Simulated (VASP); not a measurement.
# MoS2 (C2/m) in VASP: further runs

The runs below take MoS2 through single point, with PBE+U.

Program: VASP 6.6.1. These are calculated values, not measurements. Logs are shortened: lines on timing, memory, paths and dates and some standing lists are left out, and cuts for length are marked.

## (1) The crystal as given

Symmetry: C2/m, No. 12, monoclinic system. The conventional cell has a = 6.296 Å, b = 3.860 Å, c = 4.439 Å, α = 90.00°, β = 90.04°, γ = 90.00°. Mo (site symmetry 2/m) is surrounded by 6 S at 2.35 to 2.60 Å. Around S (site symmetry m) lie 3 Mo at 2.35 to 2.60 Å.

The cell comes from a database or a generator and needn't be the stable form of this composition.

## (2) Single point, PBE+U, collinear spin, ferromagnetic start

The input, INCAR:

```
SYSTEM = MoS2
PREC = Accurate
ENCUT = 520
EDIFF = 1E-7
ISMEAR = 0
SIGMA = 0.05
LREAL = .False.
LASPH = .True.
NELM = 60
ALGO = Normal
ISIF = 2
LWAVE = .False.
LCHARG = .True.
ISPIN = 2
MAGMOM = 1 0 0
LORBIT = 11
LMAXMIX = 4
LDAU = .True.
LDAUTYPE = 2
LDAUL = 2 -1
LDAUU = 3 0
LDAUJ = 0 0
LDAUPRINT = 1
GGA = PE
LELF = .True.
LVHAR = .True.
NBANDS = 24
```

The input, KPOINTS:

```
Automatic mesh
0
Gamma
  6 6 4
  0 0 0
```

The input, POSCAR:

```
MoS2
1.0
    3.1479925200     -1.9297820300      0.0000000000
    3.1479925200      1.9297820300      0.0000000000
   -0.0030992400      0.0000000000      4.4393295900
Mo S
1 2
Direct
    0.0000000000      0.0000000000      0.0000000000
    0.6879000000      0.6879000000      0.2889000000
    0.3121000000      0.3121000000      0.7111000000
```

Potentials or basis: VASP PAW PBE potentials, release 64 (Mo_sv, S).

Command:

```bash
cat potpaw_PBE.64/Mo_sv/POTCAR potpaw_PBE.64/S/POTCAR > POTCAR
mpirun -np 1 vasp_std > vasp.out
```

OUTCAR:

```text
SYSTEM = MoS2
   PREC = Accurate
   ENCUT = 520
   EDIFF = 1E-7
   ISMEAR = 0
   LREAL = .False.
   LASPH = .True.
   NELM = 60
   ISIF = 2
   ISPIN = 2
   LORBIT = 11
   GGA = PE

 ion  position               nearest neighbor table
   1  0.000  0.000  0.000-   2 2.35   3 2.35   2 2.60   2 2.60   3 2.60   3 2.60
   2  0.688  0.688  0.289-   1 2.35   1 2.60   1 2.60
   3  0.312  0.312  0.711-   1 2.35   1 2.60   1 2.60

  LATTYP: Found a base centered monoclinic cell.
 ALAT       =     6.2959850400
 B/A-ratio  =     0.6130198905
 C/A-ratio  =     0.7051050223
 COS(beta)  =    -0.0006981323

  Lattice vectors:

 A1 = (   3.1479925200,  -1.9297820300,   0.0000000000)
 A2 = (   3.1479925200,   1.9297820300,   0.0000000000)
 A3 = (  -0.0030992400,   0.0000000000,   4.4393295900)

Analysis of symmetry for initial positions (statically):
=====================================================================
 Subroutine PRICEL returns:
 Original cell was already a primitive cell.

 Routine SETGRP: Setting up the symmetry group for a
 base centered monoclinic supercell.

 Subroutine GETGRP returns: Found  4 space group operations
 (whereof  4 operations were pure point group operations)
 out of a pool of  4 trial point group operations.

The static configuration has the point symmetry C_2h.

Analysis of symmetry for dynamics (positions and initial velocities):
=====================================================================
 Subroutine PRICEL returns:
 Original cell was already a primitive cell.

 Routine SETGRP: Setting up the symmetry group for a
 base centered monoclinic supercell.

 Subroutine GETGRP returns: Found  4 space group operations
 (whereof  4 operations were pure point group operations)
 out of a pool of  4 trial point group operations.

The dynamic configuration has the point symmetry C_2h.

Analysis of structural, dynamic, and magnetic symmetry:
=====================================================================
 Subroutine PRICEL returns:
 Original cell was already a primitive cell.

 Routine SETGRP: Setting up the symmetry group for a
 base centered monoclinic supercell.

 Subroutine GETGRP returns: Found  4 space group operations
 (whereof  4 operations were pure point group operations)
 out of a pool of  4 trial point group operations.

The overall configuration has the point symmetry C_2h.

 Subroutine INISYM returns: Found  4 space group operations
 (whereof  4 operations are pure point group operations),
 and found     1 'primitive' translations

----------------------------------------------------------------------------------------

                                     Primitive cell

  volume of cell :      53.9373

  direct lattice vectors                    reciprocal lattice vectors
     3.147992520 -1.929782030  0.000000000     0.158831381 -0.259096619  0.000110885
     3.147992520  1.929782030  0.000000000     0.158831381  0.259096619  0.000110885
    -0.003099240  0.000000000  4.439329590     0.000000000  0.000000000  0.225259238

  length of vectors
     3.692413247  3.692413247  4.439330672     0.303905377  0.303905377  0.225259238

  position of ions in fractional coordinates (direct lattice)
     0.000000000  0.000000000  0.000000000
     0.687900000  0.687900000  0.288900000
     0.312100000  0.312100000  0.711100000

  ion indices of the primitive-cell ions
   primitive index   ion index
                 1           1
                 2           2
                 3           3

----------------------------------------------------------------------------------------

 KPOINTS: Automatic mesh
[... 77 lines left out ...]
   TEBEG  =    0.0;   TEEND  =   0.0 temperature during run
   PSTRESS=    0.0 pullay stress
   NELECT =      26.0000    total number of electrons
   NUPDOWN=      -1.0000    fix difference up-down
   EMIN   =  10.00;   EMAX   =-10.00  energy-range for DOS
   EFERMI =   0.00;   METHOD = LEGACY
   ISMEAR =     0;   SIGMA  =   0.05  broadening in eV -4-tet -1-fermi 0-gaus
   EFERMI_NEDOS =   21; number of points for ismear=-14 and -15
   IALGO  =     38    algorithm
   IMIX   =      4    mixing-type and parameters
     AMIX     =   0.40;   BMIX     =  1.00
     AMIX_MAG =   1.60;   BMIX_MAG =  1.00
  volume/ion in A,a.u.               =      17.98       121.33
  Fermi-wavevector in a.u.,A,eV,Ry     =   1.283619  2.425688 22.418020  1.647678
  Thomas-Fermi vector in A             =   2.415861
   LORBIT       =     11    0 simple, 1 ext, 2 COOP (PROOUT), +10 PAW based schemes
 LDA+U is selected, type is set to LDAUTYPE =  2
   angular momentum for each species LDAUL =     2   -1
   U (eV)           for each species LDAUU =   3.0  0.0
   J (eV)           for each species LDAUJ =   0.0  0.0
   GGA     = PE    functional components
   LHFCALC =     F    Hartree Fock is set to
   AEXX    =    0.0000 exact exchange contribution
   IVDW    =     0    specifies the selected vdW correction
   LEPSILON=     F    determine dielectric tensor
   LRPA    =     F    only Hartree local field effects (RPA)
 spin polarized calculation
 Gauss-broadening in eV      SIGMA  =   0.05
  energy-cutoff  :      520.00
  volume of cell :       53.94
 maximum number of plane-waves:      1476
   NGX = 13   NGY = 13   NGZ = 17

 number of electron      26.0000000 magnetization       0.6423126

 Free energy of the ion-electron system (eV)
  ---------------------------------------------------
  ext. energy  EPLUGINS =         0.00000000
  ---------------------------------------------------
  free energy    TOTEN  =       -17.91012702 eV

  energy without entropy =      -17.90725909  energy(sigma->0) =      -17.90869306

atom =   1  type =  1  l = 2

 onsite density matrix

spin component  1

  0.5736 -0.1566  0.0000  0.0000  0.0000
 -0.1566  0.5321  0.0000  0.0000  0.0000
  0.0000  0.0000  0.7146  0.0533  0.0301
  0.0000  0.0000  0.0533  0.5492  0.1590
  0.0000  0.0000  0.0301  0.1590  0.6431

spin component  2

  0.1565  0.0782  0.0000  0.0000  0.0000
  0.0782  0.1652  0.0000  0.0000  0.0000
  0.0000  0.0000  0.0708 -0.0195 -0.0152
  0.0000  0.0000 -0.0195  0.2292 -0.1338
  0.0000  0.0000 -0.0152 -0.1338  0.1692

 occupancies and eigenvectors

  o =  0.0420  v =  0.0000  0.0000  0.0000  0.0000  0.0000  0.0000  0.0000  0.6419  0.4889  0.5907      0.0000  0.0000  0.0000  0.0000  0.0000  0.0000  0.0000  0.0000  0.0000  0.0000
  o =  0.0825  v =  0.0000  0.0000  0.0000  0.0000  0.0000 -0.7264  0.6873  0.0000  0.0000  0.0000      0.0000  0.0000  0.0000  0.0000  0.0000  0.0000  0.0000  0.0000  0.0000  0.0000
  o =  0.0908  v =  0.0000  0.0000  0.0000  0.0000  0.0000  0.0000  0.0000 -0.7665  0.3873  0.5124      0.0000  0.0000  0.0000  0.0000  0.0000  0.0000  0.0000  0.0000  0.0000  0.0000
  o =  0.2391  v =  0.0000  0.0000  0.0000  0.0000  0.0000  0.6873  0.7264  0.0000  0.0000  0.0000      0.0000  0.0000  0.0000  0.0000  0.0000  0.0000  0.0000  0.0000  0.0000  0.0000
  o =  0.3364  v =  0.0000  0.0000  0.0000  0.0000  0.0000  0.0000  0.0000  0.0217 -0.7817  0.6233      0.0000  0.0000  0.0000  0.0000  0.0000  0.0000  0.0000  0.0000  0.0000  0.0000
  o =  0.3948  v = -0.6589 -0.7522  0.0000  0.0000  0.0000  0.0000  0.0000  0.0000  0.0000  0.0000      0.0000  0.0000  0.0000  0.0000  0.0000  0.0000  0.0000  0.0000  0.0000  0.0000
  o =  0.4282  v =  0.0000  0.0000  0.0887 -0.8067  0.5843  0.0000  0.0000  0.0000  0.0000  0.0000      0.0000  0.0000  0.0000  0.0000  0.0000  0.0000  0.0000  0.0000  0.0000  0.0000
  o =  0.6792  v =  0.0000  0.0000 -0.8254  0.2688  0.4964  0.0000  0.0000  0.0000  0.0000  0.0000      0.0000  0.0000  0.0000  0.0000  0.0000  0.0000  0.0000  0.0000  0.0000  0.0000
  o =  0.7109  v = -0.7522  0.6589  0.0000  0.0000  0.0000  0.0000  0.0000  0.0000  0.0000  0.0000      0.0000  0.0000  0.0000  0.0000  0.0000  0.0000  0.0000  0.0000  0.0000  0.0000
  o =  0.7995  v =  0.0000  0.0000 -0.5575 -0.5263 -0.6420  0.0000  0.0000  0.0000  0.0000  0.0000      0.0000  0.0000  0.0000  0.0000  0.0000  0.0000  0.0000  0.0000  0.0000  0.0000

 number of electron      26.0000001 magnetization       2.1364419

 Free energy of the ion-electron system (eV)
  ---------------------------------------------------
  ext. energy  EPLUGINS =         0.00000000
  ---------------------------------------------------
  free energy    TOTEN  =       -16.48037133 eV

  energy without entropy =      -16.47740996  energy(sigma->0) =      -16.47889065

 E-fermi :   7.2272     XC(G=0): -10.9404

 val. band max:        7.2253872294   @ k =  -0.3333   0.3333   0.2500
 cond. band min:       7.2315561037   @ k =   0.3333   0.0000   0.2500
 fundamental gap:      0.0061688743
 Fermi energy:         7.2271726681

 spin component 1

 k-point     1 :       0.0000    0.0000    0.0000
  band No.  band energies     occupation
      1     -54.4745      1.00000
      2     -28.6615      1.00000
      3     -28.6048      1.00000
      4     -28.6018      1.00000
      5      -7.1226      1.00000
      6      -3.5552      1.00000
[... 1289 lines left out ...]
     23      19.1746      0.00000
     24      19.8084      0.00000

 [... further k-points ...]
[... 5 lines left out ...]
  --------------------------------------------------------------------------------------
  -------------------------------------------------------------------------------------
  Total        1.8313786     -1.4324112      5.8260908      0.0000000      0.0000000     -3.5555282
  in kB       54.4000600    -42.5489594    173.0607153      0.0000000      0.0000000   -105.6149431
  external PRESSURE =      61.6372720 kB  Pullay stress =       0.0000000 kB

 VOLUME and BASIS-vectors are now :
 -----------------------------------------------------------------------------
  energy-cutoff  :      520.00
  volume of cell :       53.94
      direct lattice vectors                 reciprocal lattice vectors
     3.147992520 -1.929782030  0.000000000     0.158831381 -0.259096619  0.000110885
     3.147992520  1.929782030  0.000000000     0.158831381  0.259096619  0.000110885
    -0.003099240  0.000000000  4.439329590     0.000000000  0.000000000  0.225259238

 POSITION                                       TOTAL-FORCE (eV/Angst)
 -----------------------------------------------------------------------------------
      0.00000      0.00000      0.00000         0.000000     -0.000000      0.000000
      4.33011      0.00000      1.28252        -1.209362      0.000000     -0.673148
      1.96277      0.00000      3.15681         1.209362      0.000000      0.673148
 -----------------------------------------------------------------------------------
    total drift:                               -0.000000     -0.000000      0.000000

  FREE ENERGIE OF THE ION-ELECTRON SYSTEM (eV)
  ---------------------------------------------------
  free  energy   TOTEN  =       -16.4803713310 eV

  energy  without entropy=      -16.4774099623  energy(sigma->0) =      -16.47889065

 total charge

# of ion       s       p       d       tot
------------------------------------------
    1        2.280   6.154   3.760  12.195
    2        1.361   2.345   0.000   3.705
    3        1.361   2.345   0.000   3.705
--------------------------------------------------
tot          5.001  10.843   3.760  19.605

 magnetization (x)

# of ion       s       p       d       tot
------------------------------------------
    1        0.046   0.016   2.206   2.268
    2       -0.010  -0.152   0.000  -0.163
    3       -0.010  -0.152   0.000  -0.163
--------------------------------------------------
tot          0.026  -0.289   2.206   1.943
```

Wall time 4.7 min (1 thread of AMD EPYC 7R43 (Zen 3), shared host); peak memory 0.21 GiB.

What came out:

```
Free energy                                           : -16.4804 eV
Pressure                                              : 6.2 GPa
Largest force                                         : 1.384 eV/Å
Band gap on the k mesh                                : none (metal or under the smearing width)
Net moment                                            : 2.14 μB per cell
Site moments                                          : Mo +2.27; S -0.16 μB
Valence electrons inside the program's atomic spheres : Mo 12.20; S 3.71
```

Forces in eV/Å, atoms in the order of the input:
```
Mo   0.000  0.000  0.000
S   -1.209  0.000 -0.673
S    1.209  0.000  0.673
```

Stress tensor (GPa, compression positive):
```
  5.44   0.00 -10.56
  0.00  -4.25   0.00
-10.56   0.00  17.31
```

Eigenvalues of the final occupation matrices:
```tsv
site	spin	trace	eigenvalues
site 1 d	1	3.01	0.39 0.43 0.68 0.71 0.80
site 1 d	2	0.79	0.04 0.08 0.09 0.24 0.34
```

Caveat: forces of over 1 eV/Å show positions far from the minimum, so gaps and moduli don't describe the material at rest. The state reached can hang on the start; a lower one may exist.

## (3) Single point, PBE+U, collinear spin, random start

The input, INCAR:

```
  PREC = Accurate
  ENCUT = 520
  EDIFF = 1E-6
  ISMEAR = 0
  SIGMA = 0.05
  LREAL = F
  LASPH = T
  NELM = 80
  ALGO = Normal
  ISIF = 2
  LWAVE = F
  LCHARG = F
  ISPIN = 2
  MAGMOM = 0.79 0 0
  LORBIT = 11
  LMAXMIX = 4
  LDAU = T
  LDAUTYPE = 2
  LDAUL = 2 -1
  LDAUU = 3 0
  LDAUJ = 0 0
  LDAUPRINT = 1
  GGA = PE
  NBANDS = 24
```

The input, KPOINTS:

```
regular mesh
0
Gamma
  6 6 4
```

POSCAR is that of step 2.

Potentials or basis: VASP PAW PBE potentials, release 64 (Mo_sv, S).

Command:

```bash
cat potpaw_PBE.64/Mo_sv/POTCAR potpaw_PBE.64/S/POTCAR > POTCAR
mpirun -np 1 vasp_std > vasp.out
```

Run time: 4.3 min. Hardware: 1 thread of AMD EPYC 7R43 (Zen 3), shared host; peak memory 0.21 GiB.

Results (log left out):

| Property | Result |
| --- | --- |
| Free energy | -16.4804 eV |
| Pressure | 6.2 GPa |
| Largest force | 1.384 eV/Å |
| Band gap on the k mesh | none (metal or under the smearing width) |
| Net moment | 2.14 μB per cell |
| Site moments | Mo +2.27; S -0.16 μB |
| Valence electrons inside the program's atomic spheres | Mo 12.20; S 3.71 |

Forces in eV/Å, atoms in the order of the input:
```
Mo   0.000  0.000  0.000
S   -1.209  0.000 -0.673
S    1.209  0.000  0.673
```

Stress tensor (GPa, compression positive):
```
  5.44   0.00 -10.57
  0.00  -4.25   0.00
-10.57   0.00  17.30
```

Levels at points of the mesh, in eV from the Fermi level:
Spin up:
| k point | band 11 | band 12 | band 13 | band 14 | band 15 | band 16 | band 17 | band 18 |
| --- | --- | --- | --- | --- | --- | --- | --- | --- |
| (0.00, 0.00, 0.00) | -1.42 | -0.71 | -0.17 | -0.10 | 0.98 | 1.98 | 2.92 | 4.14 |
| (0.50, 0.00, 0.00) | -2.89 | -2.01 | -1.24 | -0.76 | -0.52 | 3.06 | 4.64 | 7.66 |
| (0.50, 0.50, 0.00) | -3.08 | -1.75 | -1.60 | -0.71 | -0.38 | 3.78 | 4.18 | 6.68 |
| (0.00, 0.00, 0.50) | -1.94 | -1.91 | -1.70 | -1.20 | -0.02 | 4.31 | 4.53 | 6.43 |
| (0.50, 0.00, 0.50) | -1.30 | -1.24 | -0.81 | -0.41 | 0.22 | 2.55 | 4.04 | 5.18 |
| (0.50, 0.50, 0.50) | -1.57 | -1.39 | -0.96 | -0.69 | -0.37 | 2.16 | 4.14 | 6.14 |
Spin down:
| k point | band 9 | band 10 | band 11 | band 12 | band 13 | band 14 | band 15 | band 16 |
| --- | --- | --- | --- | --- | --- | --- | --- | --- |
| (0.00, 0.00, 0.00) | -3.92 | -0.80 | -0.29 | 0.79 | 1.55 | 1.66 | 2.74 | 3.03 |
| (0.50, 0.00, 0.00) | -3.01 | -2.93 | -2.74 | -2.03 | 0.88 | 2.81 | 2.87 | 4.42 |
| (0.50, 0.50, 0.00) | -3.36 | -2.26 | -1.84 | -1.71 | 0.44 | 2.51 | 2.61 | 4.72 |
| (0.00, 0.00, 0.50) | -2.48 | -2.42 | -2.11 | -1.32 | 1.17 | 1.60 | 2.40 | 5.19 |
| (0.50, 0.00, 0.50) | -3.97 | -1.33 | -1.20 | 0.13 | 1.78 | 2.48 | 2.99 | 3.94 |
| (0.50, 0.50, 0.50) | -3.97 | -2.47 | -1.64 | -1.00 | 2.10 | 2.33 | 2.89 | 3.90 |

Eigenvalues of the final occupation matrices:
| site | spin | trace | eigenvalues |
| --- | --- | --- | --- |
| site 1 d | 1 | 3.01 | 0.39 0.43 0.68 0.71 0.80 |
| site 1 d | 2 | 0.79 | 0.04 0.08 0.09 0.24 0.34 |

Caveat: forces of over 1 eV/Å show positions far from the minimum, so gaps and moduli don't describe the material at rest.

## (4) Single point, PBE+U, collinear spin, ferromagnetic start

The input, INCAR:

```
SYSTEM = MoS2
PREC     = Accurate       ! precision mode
ENCUT    = 520            ! plane-wave cutoff, eV
EDIFF    = 1E-7           ! SCF threshold, eV
ISMEAR   = 0              ! smearing method
SIGMA    = 0.05           ! smearing width, eV
LREAL    = .FALSE.        ! projectors in reciprocal space
LASPH    = .TRUE.         ! aspherical terms in the spheres
NELM     = 60             ! most SCF steps
ALGO     = Normal         ! electronic algorithm
ISIF     = 2              ! what is computed and relaxed
LWAVE    = .FALSE.        ! write WAVECAR
LCHARG   = .FALSE.        ! write CHGCAR
ISPIN    = 2              ! spin polarisation
MAGMOM   = 1 0 0          ! initial moments
LORBIT   = 11             ! projections on sites
NUPDOWN  = 3              ! fixed moment
LMAXMIX  = 4              ! l up to which the mixer works
LDAU     = .TRUE.         ! DFT+U
LDAUTYPE = 2            
LDAUL    = 2 -1           ! shell
LDAUU    = 3 0            ! U, eV
LDAUJ    = 0 0          
LDAUPRINT= 1            
GGA      = PE             ! functional
```

The input, KPOINTS:

```
Automatic mesh
0
G
  6 6 4
  0 0 0
```

POSCAR is that of step 3.

Command:

```bash
cat potpaw_PBE.64/Mo_sv/POTCAR potpaw_PBE.64/S/POTCAR > POTCAR
mpirun -np 1 vasp_std > vasp.out
```

It took 2.7 min on 1 thread of AMD EPYC 7R43 (Zen 3), shared host; peak memory 0.19 GiB.

The run converged. Its results:

```yaml
Free_energy: -16.2566 eV
Pressure: 8.2 GPa
Largest_force: 1.436 eV/Å
Net_moment: 3.00 μB per cell
Site_moments: Mo +2.48; S +0.04 μB
Valence_electrons_inside_the_program's_atomic_spheres: Mo 12.24; S 3.70
```

Forces on the atoms (eV/Å):
```
Mo   0.000  0.000  0.000
S   -1.324  0.000 -0.556
S    1.324  0.000  0.556
```

Stress tensor (GPa, compression positive):
```
 12.89   0.00 -11.81
  0.00  -3.00   0.00
-11.81   0.00  14.72
```

Eigenvalues of the final occupation matrices:
| site | spin | trace | eigenvalues |
| --- | --- | --- | --- |
| site 1 d | 1 | 3.14 | 0.39 0.41 0.75 0.77 0.81 |
| site 1 d | 2 | 0.72 | 0.04 0.07 0.08 0.21 0.32 |

Caveat: the moment is held away from its start; the total moment is fixed, so each spin has its own Fermi level; forces of over 1 eV/Å show positions far from the minimum, so gaps and moduli don't describe the material at rest. The state reached can hang on the start; a lower one may exist.

(Continued in part 2 of 2.)
